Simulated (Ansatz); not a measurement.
BaZrO3:

```xyz
5
Lattice="4.1913 0.0000 0.0000 0.0000 4.1913 0.0000 0.0000 0.0000 4.1913" Properties=species:S:1:pos:R:3 pbc="T T T"
Ba    0.0000    0.0000    0.0000
Zr    2.0957    2.0957    2.0957
O     2.0957    2.0957    0.0000
O     2.0957    0.0000    2.0957
O     0.0000    2.0957    2.0957
```

```yaml
Program: Ansatz 0.2.0
Task: relaxation of cell and atoms
Functional: RPBE
Dispersion: D4
Potentials_or_basis: Ansatz PAW
Cutoff: "420 eV (not typed: the program's choice for these potentials)"
k_mesh: 6 × 6 × 6
Occupations: fermi-dirac, width 0.05 eV
Spin: no spin polarisation
```

At the start: volume 14.73 Å³/atom.

Task: How do energy, volume and symmetry change on relaxing?

Result: It ends after 6 steps and the volume is 15.03 Å³/atom (+2.1 %); space group Pm-3m (No. 221, to 0.05 Å).

Step by step:
```
step  energy change (eV)  largest force (eV/Å)  volume (Å³)
   1              0.0000                0.0000        73.63
   2             -0.0055                0.0000        75.79
   3             -0.0102                0.0000        75.13
   4             -0.0149                0.0000        75.13
   5             -0.0148                0.0000        75.16
   6             -0.0152                0.0000        75.16
```

Final structure:
```
CELL_PARAMETERS angstrom
4.22014 0.00000 0.00000
0.00000 4.22014 0.00000
0.00000 0.00000 4.22014
ATOMIC_POSITIONS crystal
Ba 0.00000 0.00000 0.00000
Zr 0.50000 0.50000 0.50000
O 0.50000 0.50000 0.00000
O 0.50000 0.00000 0.50000
O 0.00000 0.50000 0.50000
```

Caveat: the plane-wave basis is chosen anew once the cell has moved, so the energies of steps on either side of that aren't comparable; the pressure holds a Pulay correction of +0.4 GPa for the finite cutoff; the PAW data sets come from PBE, with cores solved anew for the run's functional, which leaves a small shift of forces and pressure.
